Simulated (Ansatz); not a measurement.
# Hf (Im-3m) in Ansatz: notebook

The runs below take Hf through single point, with PBE.

All numbers are computed with Ansatz 0.2.0; they aren't measurements. Logs are shortened: lines on timing, memory, paths and dates and some standing lists are left out, and cuts for length are marked.

## Step 1: The crystal as given

Symmetry: Im-3m, No. 229, cubic system. Conventional cell: a = 3.610 Å, b = 3.610 Å, c = 3.610 Å, α = 90.00°, β = 90.00°, γ = 90.00°. Hf (site symmetry m-3m) is surrounded by 8 Hf at 3.13 Å.

This isn't the form of Hf at room conditions, which is hcp.

## Step 2: Single point, PBE

The input, input.yaml:

```yaml
crystal:
  lattice:
    - [-1.805, 1.805, 1.805]
    - [1.805, -1.805, 1.805]
    - [1.805, 1.805, -1.805]
  atoms:
    - { symbol: Hf, position: [0.0, 0.0, 0.0] }
hamiltonian:
  xc: pbe
  pseudopotentials: { kind: paw }
kpoints:
  mp_grid: { grid: [10, 10, 10] }
scf:
  occupations: { method: gaussian, width: 0.015 }
output:
  forces: true
  stress: true
  eigenvalues: true
  write_density: true
  write_potential: true
  elf: true
  volumetric_format: npy
```

Potentials or basis: Ansatz PAW.

On the command line:

```sh
ansatz run input.yaml --threads 2 --pin off --max-ram 5632MiB --backend cpu --events-out ev --progress --plain --runs-dir out
```

The program printed:

```text
Warning: RAYON_NUM_THREADS=2 ignored (pool sized by the plan → 2); use --threads N
Engine: ansatz 0.2.0, aarch64-unknown-linux-gnu
Pseudopotentials: kind: paw
Pseudopotential: Hf, paw, valence charge 26, recommended cutoff 420 eV (normal), Hf.paw.azcp
Functional definition: PBE
  parameter kappa = 0.804
  parameter beta = 0.06672455060314922
  exchange = pbe_x(kappa = kappa, mu = beta*pi^2/3)
  correlation = pbe_c(beta = beta)
Crystal: 1 atoms, lattice volume = 23.523 Å³
Basis set: ecut = 420 eV, 459 PW (Γ), exchange–correlation on 48×48×48 points (8 copies of the dense FFT grid, shifted against one another)
Bands: 17, of which v1, the nominal top of the filled ones, is band 13 counted from 1 (12 counted from 0)
Symmetry: 48 space group operations
Space group: Im-3m (ITA 229), of the structure as read, at distance tolerance 2.9e-5 Å
k-points: 47 of 1000
Non-local potential: Hf, projectors of the file, l = 0: 3, l = 1: 2, l = 2: 2, l = 3: 3
PAW form: soft (Blöchl's): semilocal exchange-correlation on the pseudo side does not see the compensation charge
PAW one-centre angular grid: Hf, 590 points (default); XC on 64 Gauss nodes
Initial density: superposition of atomic densities (neutral atoms: chi_scale 0, normalization atom), corrected by the library's trained network
Initial wavefunctions: pseudopotential atomic-orbital guess
Functional: x = pbe(κ = 0.804, μ = 0.2195149727645171), c = pbe(β = 0.06672455060314922)
SCF iter   1: F=—  HF=-15721.166260 eV  |F-HF|=—  |Δ(HF+E_count)|=         —  Δρ=2.13e-3  dr2=4.89e-4  ethr=1.77e-3  ⟨swp⟩=5.1  Hψ=3483  notcnv=0
preconditioner: auto → none  [insulator: Δε(μ)=0.054 eV  Ē_g=18.370 eV  σ=0.015 eV  W_gap=0.60  n_scr=12 (ndim 8)  ℏωp=37.5 eV  f_vac=0.000  D(μ)=3.49/eV (n_scr^D=54)  ε∞_Penn≈5.2]
SCF iter   2: F=—  HF=-15721.166191 eV  |F-HF|=—  |Δ(HF+E_count)|=   6.92e-5  Δρ=9.43e-4  dr2=9.58e-5  ethr=1.88e-6  ⟨swp⟩=2.5  Hψ=1846  notcnv=0  defer=5
SCF iter   3: F=—  HF=-15721.166222 eV  |F-HF|=—  |Δ(HF+E_count)|=   3.06e-5  Δρ=2.85e-4  dr2=1.50e-5  ethr=3.68e-7  ⟨swp⟩=2.0  Hψ=1215  notcnv=0  defer=5
SCF iter   4: F=—  HF=-15721.166208 eV  |F-HF|=—  |Δ(HF+E_count)|=   1.40e-5  Δρ=5.00e-5  dr2=2.65e-7  ethr=5.77e-8  ⟨swp⟩=2.0  Hψ=1395  notcnv=0  defer=5
iter 5 did not close the SCF: its close was put off for the readings that it lacked (scf_convergence_deferred on its scf_iter line)
SCF iter   5: F=-15721.166208 eV  HF=-15721.166208 eV  |F-HF|=1.30e-8  |Δ(HF+E_count)|=   2.27e-7  Δρ=1.37e-5  dr2=1.73e-8  ethr=1.02e-9  ⟨swp⟩=2.4  Hψ=1336  notcnv=0  defer=5
SCF iter   6: F=-15721.166208 eV  HF=-15721.166208 eV  |F-HF|=4.29e-10  |Δ(HF+E_count)|=   1.55e-8  Δρ=2.84e-6  dr2=1.05e-9  ethr=6.64e-11  ⟨swp⟩=6.1  Hψ=4790  notcnv=0
SCF 1 converged in 6 iterations: F = -15721.166208 eV  dr2 = 1.05e-9
SCF converged after 6 iterations
Free energy (F): -15721.166208 eV
Harris-Foulkes:  -15721.166208 eV  (|F-HF|=4.29e-10)
Internal energy: -15721.165816 eV  (E = F + TS)
E sigma→0 (E₀):  -15721.166012 eV
Entropy (-TS):   -0.000392 eV (-0.392 meV/atom)
Fermi energy:    18.504496 eV
--- Per-component energies (eV) ---
  E_band       = 6.223216
  E_kinetic    = 422.607685
  E_local      = -5202.308288  (includes V_loc(G=0)·N_el)
  E_nonlocal   = -1244.668087
  E_hartree    = 2436.272094
  E_xc         = -299.352628
  E_vxc        = -265.215831  (∫ρ·V_xc dr)
  E_paw        = -6927.223249  (= ΣΔE_a)
  E_vpaw       = 1423.266370  (= ΣTr[D̂ρ^β])
  E_aug_tail   = -0.000001  (compensation charges beyond the density's cutoff)
  E_ewald      = -4906.493341
  E_smearing   = -0.000392  (= −TS)
  E_closure    = -0.000000  (closes the sum)
  Σ components = -15721.166208   (vs F -15721.166208, Δ=0.00e0)
--- Forces (eV/Å), atoms counted from 1 ---
  atom   1  Hf     0.00000000    -0.00000000     0.00000000
  max |Σ_I F_I| component: 2.63e-31 eV/Å
--- Stress (GPa, compression-positive) ---
       -5.002663       0.000000      -0.000000
       -0.000000      -5.002663       0.000000
        0.000000       0.000000      -5.002663
  P = ⅓ Tr σ = -5.0027 GPa (-50.027 kbar)
--- Band table (eV; the first three rows and the last of 47) ---
  k-point 0: bands = ["-43.1888", "-11.5015", "-11.5015", "-11.5015", "6.8423", "6.8423", "6.8423", "6.9046", "6.9046", "6.9046", "6.9298", "11.6318", "19.9781", "19.9781", "19.9781", "22.6182", "22.6182"]
  k-point 1: bands = ["-43.1837", "-11.5714", "-11.5237", "-11.5017", "6.8442", "6.8466", "6.8468", "6.9005", "6.9030", "6.9032", "6.9244", "11.9767", "19.7452", "19.8715", "20.3212", "22.2901", "22.6213"]
  k-point 2: bands = ["-43.1702", "-11.7502", "-11.5814", "-11.5023", "6.8483", "6.8580", "6.8586", "6.8907", "6.8935", "6.9003", "6.9163", "12.9222", "19.2033", "19.3825", "21.3179", "22.0518", "22.6851"]
  k-point 46: bands = ["-43.0937", "-11.9909", "-11.9909", "-11.9909", "6.8263", "6.8695", "6.8695", "6.8695", "6.9115", "6.9115", "6.9115", "16.1296", "16.1296", "24.9006", "24.9006", "24.9006", "25.3312"]
```

v_z.tsv:

```text
# z_ang	v_es[eV]	v_tot[eV]
# format = ansatz-planar-average/11
# xc	pbe
# density_cutoff_ev	1680
# datasets	Hf=:simpson_from_first_knot:soft
# lattice	-1.805000000	1.805000000	1.805000000
# lattice	1.805000000	-1.805000000	1.805000000
# lattice	1.805000000	1.805000000	-1.805000000
# sites	1
# site	72	0.000000000	0.000000000	0.000000000
0.000000	5.715327e0	-8.501069e0
0.130265	5.853667e0	-8.220263e0
0.260529	6.288076e0	-7.387209e0
0.390794	7.065273e0	-6.022151e0
0.521059	8.233747e0	-4.169166e0
0.651323	9.791235e0	-1.925183e0
[... 16 lines left out ...]
2.865822	6.288076e0	-7.387209e0
2.996087	5.853667e0	-8.220263e0
```

Run time: 0.98 s. Hardware: 2 threads of Arm Neoverse V1, shared host; peak memory 0.29 GiB.

What came out:

| Property | Result |
| --- | --- |
| Free energy | -15721.1662 eV |
| Pressure | -5.0 GPa |
| Band gap on the k mesh | none (metal or under the smearing width) |

The run has no spin-orbit coupling, so splittings on Hf are missing.

## Step 3: Single point, PBE

Edit input.yaml of step 2 so:

```diff
@@ -13,3 +13,3 @@
 scf:
-  occupations: { method: gaussian, width: 0.015 }
+  occupations: { method: gaussian, width: 0.016 }
 output:
```

Potentials or basis: Ansatz PAW.

On the command line:

```sh
ansatz run input.yaml --threads 2 --pin off --max-ram 5632MiB --backend cpu --events-out ev --progress --plain --runs-dir out
```

It took 0.98 s on 2 threads of Arm Neoverse V1, shared host; peak memory 0.28 GiB.

Results (log left out):

```yaml
Free_energy: -15721.1662 eV
Pressure: -5.0 GPa
Band_gap_on_the_k_mesh: none (metal or under the smearing width)
```

Levels at points of the mesh, in eV from the Fermi level:
| k point | band 9 | band 10 | band 11 | band 12 | band 13 | band 14 | band 15 | band 16 | band 17 |
| --- | --- | --- | --- | --- | --- | --- | --- | --- | --- |
| (0.00, 0.00, 0.00) | -11.60 | -11.60 | -11.57 | -6.87 | 1.47 | 1.47 | 1.47 | 4.11 | 4.11 |
| (0.00, 0.00, -0.50) | -11.60 | -11.60 | -11.59 | -3.23 | -0.43 | 0.88 | 3.92 | 4.87 | 7.16 |
| (-0.50, -0.50, -0.50) | -11.59 | -11.59 | -11.59 | -2.38 | -2.38 | 6.40 | 6.40 | 6.40 | 6.83 |

## Step 4: Single point, PBE

Edit input.yaml of step 3 so:

```diff
@@ -13,3 +13,3 @@
 scf:
-  occupations: { method: gaussian, width: 0.016 }
+  occupations: { method: gaussian, width: 0.017 }
 output:
```

On the command line:

```sh
ansatz run input.yaml --threads 2 --pin off --max-ram 5632MiB --backend cpu --events-out ev --progress --plain --runs-dir out
```

It took 0.97 s on 2 threads of Arm Neoverse V1, shared host; peak memory 0.29 GiB.

The run converged. Its results:

* Free energy: -15721.1663 eV
* Pressure: -5.0 GPa
* Band gap on the k mesh: none (metal or under the smearing width)

Levels at points of the mesh, in eV from the Fermi level:
```
              k point  band 11  band 12  band 13  band 14  band 15  band 16
   (0.00, 0.00, 0.00)   -11.58    -6.87     1.47     1.47     1.47     4.11
  (0.00, 0.00, -0.50)   -11.59    -3.23    -0.43     0.88     3.92     4.87
(-0.50, -0.50, -0.50)   -11.59    -2.38    -2.38     6.40     6.40     6.40
```

Spin-orbit coupling is left out, which matters for the levels of Hf.

## Step 5: Single point, PBE

Edit input.yaml of step 4 so:

```diff
@@ -13,3 +13,3 @@
 scf:
-  occupations: { method: gaussian, width: 0.017 }
+  occupations: { method: gaussian, width: 0.018 }
 output:
```

On the command line:

```sh
ansatz run input.yaml --threads 2 --pin off --max-ram 5632MiB --backend cpu --events-out ev --progress --plain --runs-dir out
```

It took 0.97 s on 2 threads of Arm Neoverse V1, shared host; peak memory 0.29 GiB.

The run converged. Its results:

```
Free energy            : -15721.1663 eV
Pressure               : -5.0 GPa
Band gap on the k mesh : none (metal or under the smearing width)
```

Levels at points of the mesh, in eV from the Fermi level:
```tsv
k point	band 10	band 11	band 12	band 13	band 14	band 15	band 16	band 17
(0.00, 0.00, 0.00)	-11.60	-11.58	-6.87	1.47	1.47	1.47	4.11	4.11
(0.00, 0.00, -0.50)	-11.60	-11.59	-3.23	-0.43	0.88	3.92	4.87	7.16
(-0.50, -0.50, -0.50)	-11.59	-11.59	-2.38	-2.38	6.40	6.40	6.40	6.83
```

Spin-orbit coupling is left out, which matters for the levels of Hf.

## Step 6: Single point, PBE

Edit input.yaml of step 5 so:

```diff
@@ -13,3 +13,3 @@
 scf:
-  occupations: { method: gaussian, width: 0.018 }
+  occupations: { method: gaussian, width: 0.019 }
 output:
@@ -18,5 +18 @@
   eigenvalues: true
-  write_density: true
-  write_potential: true
-  elf: true
-  volumetric_format: npy
```

Potentials or basis: Ansatz PAW.

On the command line:

```sh
ansatz run input.yaml --threads 2 --pin off --max-ram 5632MiB --backend cpu --events-out ev --progress --plain --runs-dir out
```

It took 0.76 s on 2 threads of Arm Neoverse V1, shared host; peak memory 0.28 GiB.

It converged, with:

| Property | Result |
| --- | --- |
| Free energy | -15721.1663 eV |
| Pressure | -5.0 GPa |
| Band gap on the k mesh | none (metal or under the smearing width) |

Levels at points of the mesh, in eV from the Fermi level:
| k point | band 11 | band 12 | band 13 | band 14 | band 15 | band 16 |
| --- | --- | --- | --- | --- | --- | --- |
| (0.00, 0.00, 0.00) | -11.58 | -6.87 | 1.47 | 1.47 | 1.47 | 4.11 |
| (0.00, 0.00, -0.50) | -11.59 | -3.23 | -0.43 | 0.88 | 3.92 | 4.87 |
| (-0.50, -0.50, -0.50) | -11.59 | -2.38 | -2.38 | 6.40 | 6.40 | 6.40 |

Spin-orbit coupling is left out, which matters for the levels of Hf.

## Step 7: Overview

| smearing | gap on the mesh (eV) | pressure (GPa) |
| --- | --- | --- |
| gaussian 0.015 eV | none | -5.0 |
| gaussian 0.016 eV | none | -5.0 |
| gaussian 0.017 eV | none | -5.0 |
| gaussian 0.018 eV | none | -5.0 |
| gaussian 0.019 eV | none | -5.0 |

Alike in all rows: task single point; level PBE; potentials or basis Ansatz PAW; no spin polarisation; cell as given; k mesh 10 × 10 × 10; cutoff (eV) 420.

Every run on the cell as given and a fine mesh finds a metal.

Total energies depend on the potentials used, so only differences within one code and one set of settings carry meaning.
